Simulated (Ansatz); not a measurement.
**A vibration from a frozen displacement in C**

All numbers below come from DFT r2SCAN, scalar-relativistic, plane waves, PAW in Ansatz. Cutoff 500 eV, Γ-centred 6×6×6 k-points, Gaussian smearing of 0.05 eV. No spin polarisation. Energies are free energies at this smearing, counted from the undisturbed cell; pressure is positive in compression.

Zero of the scan (relaxed at this level):

```xyz
8
Lattice="3.5603 0.0000 0.0000 0.0000 -3.5603 0.0000 0.0000 0.0000 -3.5603" Properties=species:S:1:pos:R:3 pbc="T T T"
C     1.7801    0.0000    0.0000
C     0.0000   -1.7801    0.0000
C     0.0000    0.0000   -1.7801
C     1.7801   -1.7801   -1.7801
C     2.6702   -2.6702   -2.6702
C     0.8901   -0.8901   -2.6702
C     0.8901   -2.6702   -0.8901
C     2.6702   -0.8901   -0.8901
```

Atom 1 (C) is moved by x along the Cartesian unit vector (0.577, 0.577, 0.577); the cell and all other atoms stay fixed. The cell's volume is 45.13 Å³; the moved atoms weigh 12.011 u together and the others 84.077 u.

| x (Å) | ΔE (meV/cell) | total force on the moved atoms along the move (eV/Å) | pressure (GPa) |
| --- | --- | --- | --- |
| -0.2000 | 788.80 | 7.2822 | 3.3684 |
| -0.1600 | 520.59 | 6.1069 | 2.2698 |
| -0.1200 | 302.01 | 4.7997 | 1.3452 |
| -0.0800 | 138.47 | 3.3534 | 0.6328 |
| -0.0400 | 35.72 | 1.7579 | 0.1729 |
| 0.0000 | 0.00 | 0.0000 | 0.0091 |
| 0.0800 | 157.76 | -4.0802 | 0.7699 |
| 0.1200 | 367.67 | -6.4581 | 1.8101 |
| 0.1600 | 678.10 | -9.1139 | 3.3793 |
| 0.2000 | 1101.20 | -12.1018 | 5.5546 |

Problem. What frequency belongs to this motion?

Solution. The force constant is k = −dF/dx = 46.298 eV/Å², from the parabola through x = -0.0400, 0 and 0.0800. In every cell the moved atoms swing against the rest, so the mass is μ = m₁m₂/(m₁ + m₂) = 10.510 u, and ν̃ = 521.5 cm⁻¹ × √(|k|/μ) = 1095 cm⁻¹. Steps this long are already anharmonic: the energies of the same points give k = 47.752 eV/Å², so the harmonic k is uncertain by that gap or more. The pattern needn't be a normal mode: ν̃² is then a weighted mean of the squared nonzero frequencies at the zone centre of this cell, taken without macroscopic field, so it lies between the lowest and the highest of them.

Problem. How far does the harmonic law reach?

Solution. At x = -0.200 Å, kx²/2 = 925.97 meV against the computed 788.80 meV (-14.8 %): the well softens in this direction at large amplitude.

Cost: 10 runs of about 0.56 core-minutes in all, on Intel Xeon 6975P-C (Granite Rapids) (shared hosts).